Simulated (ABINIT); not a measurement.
# Pb (Fm-3m) in ABINIT: further runs

Aim: see how the results for Pb move with the level of theory and the settings. Levels: r2SCAN, PBE, PBEsol. Tasks: single point.

All numbers are computed with ABINIT 10.8.3 (patched build); they aren't measurements. Logs are shortened: lines on timing, memory, paths and dates and some standing lists are left out, and cuts for length are marked. The log counts tension as positive stress, the text compression.

## (1) The structure

It takes space group Fm-3m (No. 225, cubic). The conventional cell has a = 4.950 Å, b = 4.950 Å, c = 4.950 Å, α = 90.00°, β = 90.00°, γ = 90.00°. Around Pb (site symmetry m-3m) lie 12 Pb at 3.50 Å.

## (2) Single point, r2SCAN

Input file run.abi:

```
pp_dirpath "./"
pseudos "Pb.GGA_PBE-JTH.xml"

acell 6.6144323282 6.6144323282 6.6144323282
rprim
     0.0000000000     0.7071067812     0.7071067812
     0.7071067812     0.0000000000     0.7071067812
     0.7071067812     0.7071067812     0.0000000000
ntypat 1
znucl 82
natom 1
typat 1
xred
     0.0000000000     0.0000000000     0.0000000000

ecut 20.0
pawecutdg 40.0

kptopt 1
ngkpt 7 7 7
nshiftk 1
shiftk 0.0 0.0 0.0

ixc -497498
usekden 1
pawxcdev 0

nband 11
occopt 3
tsmear 0.05 eV

nstep 100
tolvrs 1.0e-7

iomode 3
prtwf 0
prteig 0
prtebands 0
enunit 1
prtden 1
prtvha 1
prtvclmb 1
prtpot 1
```

Potentials or basis: JTH PAW PBE v2.0.

The run is started by

```sh
$ abinit run.abi > log 2>&1
```

run.abo:

```text
.Version 10.8.3 of ABINIT
 Symmetries : space group Fm -3 m (#225); Bravais cF (face-center cubic)
================================================================================
 Values of the parameters that define the memory need of the present run
     intxc =       0    ionmov =       0      iscf =      17    lmnmax =      18
     lnmax =       6     mgfft =      30  mpssoang =       3    mqgrid =    3001
     natom =       1  nloc_mem =       2    nspden =       1   nspinor =       1
    nsppol =       1      nsym =      48    n1xccc =       1    ntypat =       1
    occopt =       3   xclevel =       2
       mpw =         893          nfft =       27000          nkpt =          20
 PAW method is used; the additional fine FFT grid is defined by:
   mgfftf=        40    nfftf =     64000
================================================================================
================================================================================

--------------------------------------------------------------------------------
------------- Echo of variables that govern the present computation ------------
--------------------------------------------------------------------------------
 -outvars: echo values of preprocessed input variables --------
            acell      6.6144323282E+00  6.6144323282E+00  6.6144323282E+00 Bohr
              amu      2.07200000E+02
             ecut      2.00000000E+01 Hartree
           enunit           1
              ixc     -497498
         kptrlatt        7    0    0      0    7    0      0    0    7
          kptrlen      4.63010263E+01
            natom           1
            nband          11
            ngfft          30      30      30
          ngfftdg          40      40      40
             nkpt          20
            nstep         100
             nsym          48
           ntypat           1
           occopt           3
        pawecutdg      4.00000000E+01 Hartree
         pawxcdev           0
        prtebands           0
           prteig           0
          prtkden           1
           prtpot           1
         prtvclmb           1
           prtvha           1
            prtwf           0
            rprim      0.0000000000E+00  7.0710678120E-01  7.0710678120E-01
                       7.0710678120E-01  0.0000000000E+00  7.0710678120E-01
                       7.0710678120E-01  7.0710678120E-01  0.0000000000E+00
          spgroup         225
           tolvrs      1.00000000E-07
           tsmear      1.83746611E-03 Hartree
            typat      1
          usekden           1
           useylm           1
            znucl       82.00000

================================================================================

 chkinp: Checking input parameters for consistency.

================================================================================
== DATASET  1 ==================================================================

--- !DatasetInfo
iteration_state: {dtset: 1, }
dimensions: {natom: 1, nkpt: 20, mband: 11, nsppol: 1, nspinor: 1, nspden: 1, mpw: 893, }
cutoff_energies: {ecut:  20.0, pawecutdg:  40.0, }
electrons: {nelect:   1.40000000E+01, charge:   0.00000000E+00, occopt:   3.00000000E+00, tsmear:   1.83746611E-03, }
meta: {optdriver: 0, ionmov: 0, optcell: 0, iscf: 17, paral_kgb: 0, }
...

 Real(R)+Recip(G) space primitive vectors, cartesian coordinates (Bohr,Bohr^-1):
 R(1)=  0.0000000  4.6771100  4.6771100  G(1)= -0.1069036  0.1069036  0.1069036
 R(2)=  4.6771100  0.0000000  4.6771100  G(2)=  0.1069036 -0.1069036  0.1069036
 R(3)=  4.6771100  4.6771100  0.0000000  G(3)=  0.1069036  0.1069036 -0.1069036
 Unit cell volume ucvol=  2.0462690E+02 bohr^3
 Angles (23,13,12)=  6.00000000E+01  6.00000000E+01  6.00000000E+01 degrees

 Coarse grid specifications (used for wave-functions):

 getcut: wavevector=  0.0000  0.0000  0.0000  ngfft=  30  30  30
         ecut(hartree)=     20.000   => boxcut(ratio)=   2.25544

 getcut : COMMENT -
  Note that boxcut > 2.2 ; recall that boxcut=Gcut(box)/Gcut(sphere) = 2
  is sufficient for exact treatment of convolution.
  Such a large boxcut is a waste : you could raise ecut
  e.g. ecut=   25.434965 Hartrees makes boxcut=2

 Fine grid specifications (used for densities):

 getcut: wavevector=  0.0000  0.0000  0.0000  ngfft=  40  40  40
         ecut(hartree)=     40.000   => boxcut(ratio)=   2.12409

--- Pseudopotential description ------------------------------------------------
- pspini: atom type   1  psp file is ./Pb.GGA_PBE-JTH.xml
 Pseudopotential format is: paw10
 basis_size (lnmax)=  6 (lmn_size= 18), orbitals=   0   0   1   1   2   2
 Spheres core radius: rc_sph= 2.40264019
 Shapefunction is BESSEL type: shapef(r,l)=aa(1,l)*jl(q(1,l)*r)+aa(2,l)*jl(q(2,l)*r)
 Radius for shape functions =  2.00872932
 Compensation charge density is not taken into account in XC energy/potential

   3.29629720E+02                                ecore*ucvol(ha*bohr**3)
--------------------------------------------------------------------------------

================================================================================

--- !BeginCycle
iteration_state: {dtset: 1, }
solver: {iscf: 17, nstep: 100, nline: 4, wfoptalg: 10, }
tolerances: {tolvrs: 1.00E-07, }
...

     iter   Etot(hartree)      deltaE(h)  residm     nres2
 ETOT  1  -8.1135183888911    -8.114E+00 2.389E+00 8.691E-01
 ETOT  2  -8.6889800977765    -5.755E-01 2.755E-01 3.037E-01
 ETOT  3  -8.6926987898042    -3.719E-03 2.699E-02 6.430E-02
 ETOT  4  -8.6929165085740    -2.177E-04 2.070E-02 1.090E-02
 ETOT  5  -8.6929609551998    -4.445E-05 6.566E-03 5.180E-03
 ETOT  6  -8.6929706992084    -9.744E-06 2.576E-03 1.021E-04
 ETOT  7  -8.6929720688119    -1.370E-06 7.383E-04 4.084E-05
 ETOT  8  -8.6929723026350    -2.338E-07 1.891E-03 2.112E-06
 ETOT  9  -8.6929723596569    -5.702E-08 3.534E-04 8.790E-07
 ETOT 10  -8.6929723587403     9.167E-10 9.474E-04 3.367E-07
 ETOT 11  -8.6929723557013     3.039E-09 1.955E-04 1.036E-08

 At SCF step   11       nres2   =  1.04E-08 < tolvrs=  1.00E-07 =>converged.

Result for kinetic energy density :

--------------------------------------------------------------------------------
 Total kinetic energy density [Ha/Bohr^3]
)     Maximum=    1.1543E-01  at reduced coord.    0.1250    0.8250    0.9750
)     Minimum=    2.0248E-03  at reduced coord.    0.5000    0.5000    0.5000
   Integrated=    4.9727E+00
--------------------------------------------------------------------------------

 Cartesian components of stress tensor (hartree/bohr^3)
  sigma(1 1)= -5.07266502E-05  sigma(3 2)=  0.00000000E+00
  sigma(2 2)= -5.07266502E-05  sigma(3 1)=  0.00000000E+00
  sigma(3 3)= -5.07266502E-05  sigma(2 1)=  0.00000000E+00

--- !ResultsGS
iteration_state: {dtset: 1, }
comment   : Summary of ground state results
lattice_vectors:
- [  0.0000000,   4.6771100,   4.6771100, ]
- [  4.6771100,   0.0000000,   4.6771100, ]
- [  4.6771100,   4.6771100,   0.0000000, ]
lattice_lengths: [   6.61443,    6.61443,    6.61443, ]
lattice_angles: [ 60.000,  60.000,  60.000, ] # degrees, (23, 13, 12)
lattice_volume:   2.0462690E+02
convergence: {deltae:  3.039E-09, res2:  1.036E-08, residm:  1.955E-04, diffor: null, }
etotal    :  -8.69297236E+00
entropy   :   0.00000000E+00
fermie    :   2.66461020E-01
cartesian_stress_tensor: # hartree/bohr^3
- [ -5.07266502E-05,   0.00000000E+00,   0.00000000E+00, ]
- [  0.00000000E+00,  -5.07266502E-05,   0.00000000E+00, ]
- [  0.00000000E+00,   0.00000000E+00,  -5.07266502E-05, ]
pressure_GPa:   1.4924E+00
xred      :
- [  0.0000E+00,   0.0000E+00,   0.0000E+00, Pb]
cartesian_forces: # hartree/bohr
- [ -0.00000000E+00,  -0.00000000E+00,  -0.00000000E+00, ]
force_length_stats: {min:   0.00000000E+00, max:   0.00000000E+00, mean:   0.00000000E+00, }
...

 Integrated electronic density in atomic spheres:
 ------------------------------------------------
 Atom  Sphere_radius  Integrated_density
    1        2.40264         11.39183867

================================================================================

 ----iterations are completed or convergence reached----

 Mean square residual over all n,k,spin=   97.439E-08; max=  19.553E-05
 reduced coordinates (array xred) for    1 atoms
       0.000000000000      0.000000000000      0.000000000000
 rms dE/dt=  0.0000E+00; max dE/dt=  0.0000E+00; dE/dt below (all hartree)
    1       0.000000000000      0.000000000000      0.000000000000

 cartesian coordinates (angstrom) at end:
    1      0.00000000000000     0.00000000000000     0.00000000000000

 cartesian forces (hartree/bohr) at end:
    1     -0.00000000000000    -0.00000000000000    -0.00000000000000
 frms,max,avg= 0.0000000E+00 0.0000000E+00   0.000E+00  0.000E+00  0.000E+00 h/b

 cartesian forces (eV/Angstrom) at end:
    1     -0.00000000000000    -0.00000000000000    -0.00000000000000
 frms,max,avg= 0.0000000E+00 0.0000000E+00   0.000E+00  0.000E+00  0.000E+00 e/A
 length scales=  6.614432328200  6.614432328200  6.614432328200 bohr
              =  3.500206848769  3.500206848769  3.500206848769 angstroms
 Fermi (or HOMO) energy (eV) =   7.25077   Average Vxc (eV)=  -9.88458
 Eigenvalues (   eV  ) for nkpt=  20  k points:
 kpt#   1, nband= 11, wtk=  0.00292, kpt=  0.0000  0.0000  0.0000 (reduced coord)
 -10.45052  -10.45052  -10.45052  -10.30300  -10.30300   -5.00577   15.02196   15.02196
  15.02196   17.73561   19.57780
 prteigrs : prtvol=0 or 1, do not print more k-points.

--- !EnergyTerms
iteration_state     : {dtset: 1, }
comment             : Components of total free energy in Hartree
kinetic             :  4.97268183021413E+00
hartree             :  1.75289908272616E+01
xc                  : -2.33449546035792E+00
Ewald energy        : -4.80335600159786E+01
psp_core            :  1.61088162088903E+00
local_psp           : -5.71676348625892E+01
PAW spherical_terms :  7.47302093448210E+01
internal            : -8.69292671573996E+00
'-kT*entropy'       : -1.21558264798127E-04
total_energy        : -8.69304827400476E+00
total_energy_eV     : -2.36549894238902E+02
...

--- !EnergyTermsDC
iteration_state     : {dtset: 1, }
comment             : '"Double-counting" decomposition of free energy'
band_energy         : -3.51448599751503E+00
Ewald energy        : -4.80335600159786E+01
psp_core            :  1.61088162088903E+00
xc_dc               : -1.71862507250974E+01
PAW spherical_terms :  5.84305643202655E+01
internal            : -8.69285079743646E+00
'-kT*entropy'       : -1.21558264798127E-04
total_energy_dc     : -8.69297235570126E+00
total_energy_dc_eV  : -2.36547828396622E+02
...

--- !EnergyTermsWithPAWCore
iteration_state     : {dtset: 1, }
comment             : 'Components of total free energy, including PAW core contributions'
Total energy        : -2.08825952861025E+04
Total energy DC     : -2.08825952101842E+04
Total energy (eV)   : -5.68244366148637E+05
Total energy DC (eV): -5.68244364082794E+05
...

 Cartesian components of stress tensor (hartree/bohr^3)
  sigma(1 1)= -5.07266502E-05  sigma(3 2)=  0.00000000E+00
  sigma(2 2)= -5.07266502E-05  sigma(3 1)=  0.00000000E+00
  sigma(3 3)= -5.07266502E-05  sigma(2 1)=  0.00000000E+00

-Cartesian components of stress tensor (GPa)         [Pressure=  1.4924E+00 GPa]
- sigma(1 1)= -1.49242958E+00  sigma(3 2)=  0.00000000E+00
- sigma(2 2)= -1.49242958E+00  sigma(3 1)=  0.00000000E+00
- sigma(3 3)= -1.49242958E+00  sigma(2 1)=  0.00000000E+00

== END DATASET(S) ==============================================================
================================================================================

 -outvars: echo values of variables after computation  --------
            acell      6.6144323282E+00  6.6144323282E+00  6.6144323282E+00 Bohr
           etotal     -8.6929723557E+00
            fcart     -0.0000000000E+00 -0.0000000000E+00 -0.0000000000E+00
            rprim      0.0000000000E+00  7.0710678120E-01  7.0710678120E-01
                       7.0710678120E-01  0.0000000000E+00  7.0710678120E-01
                       7.0710678120E-01  7.0710678120E-01  0.0000000000E+00
           strten     -5.0726650214E-05 -5.0726650214E-05 -5.0726650214E-05
                       0.0000000000E+00  0.0000000000E+00  0.0000000000E+00
 Calculation completed.
```

It took 34 s on 1 thread of Arm Neoverse V1, shared host; peak memory 0.11 GiB.

What came out:

```yaml
Free_energy: -236.5478 eV
Band_gap_on_the_k_mesh: none (metal or under the smearing width)
Valence_electrons_inside_the_program's_atomic_spheres: Pb 11.39 (radii [1.2714] Å)
```

Caveat: the cutoff is too short for stress, so the log's stress isn't used; totals of a meta-GGA on PAW files have another zero than those of a GGA; the PAW data sets were made with another functional, which shifts forces and pressure a little. Spin-orbit coupling is left out, which matters for the levels of Pb.

## (3) Single point, r2SCAN

Input file run.abi:

```
# Pseudopotentials
pp_dirpath "./"
pseudos "Pb.GGA_PBE-JTH.xml"

# Structure
acell 6.6144323282 6.6144323282 6.6144323282
rprim
     0.0000000000     0.7071067812     0.7071067812
     0.7071067812     0.0000000000     0.7071067812
     0.7071067812     0.7071067812     0.0000000000
ntypat 1
znucl 82
natom 1
typat 1
xcart
     0.0000000000     0.0000000000     0.0000000000

# Plane-wave basis
ecut 20.0
pawecutdg 40.0

# k points
kptopt 1
ngkpt 4 4 4
nshiftk 1
shiftk 0.0 0.0 0.0

# Exchange and correlation
ixc -497498
usekden 1
pawxcdev 0

# Bands and occupations
nband 11
occopt 3
tsmear 0.00183747

# SCF cycle
nstep 100
tolvrs 1.0e-7

# Output
iomode 3
prtwf 0
prtden 0
prteig 0
prtebands 0
```

Potentials or basis: JTH PAW PBE v2.0.

The run is started by

```sh
$ abinit run.abi > log 2>&1
```

Wall time 18 s (1 thread of Arm Neoverse V1, shared host); peak memory 0.1 GiB.

Results (log left out):

```
Free energy                                           : -236.3606 eV
Band gap on the k mesh                                : none (metal or under the smearing width)
Valence electrons inside the program's atomic spheres : Pb 11.38 (radii [1.2714] Å)
```

Levels at points of the mesh, in eV from the Fermi level:
```tsv
k point	band 3	band 4	band 5	band 6	band 7	band 8	band 9	band 10	band 11
(0.00, 0.00, 0.00)	-18.23	-18.08	-18.08	-12.75	7.28	7.28	7.28	10.10	11.78
(0.50, 0.00, 0.00)	-18.22	-17.94	-17.94	-8.93	-4.84	5.35	5.35	9.52	9.71
(0.50, 0.50, 0.00)	-17.94	-17.90	-17.90	-7.44	-3.87	1.67	1.67	5.42	6.71
```

Caveat: the k mesh is coarse (spacing up to 0.55 Å⁻¹), so the values aren't converged; the cutoff is too short for stress, so the log's stress isn't used; totals of a meta-GGA on PAW files have another zero than those of a GGA; the PAW data sets were made with another functional, which shifts forces and pressure a little. The run has no spin-orbit coupling, so splittings on Pb are missing.

(Continued in part 2 of 2.)
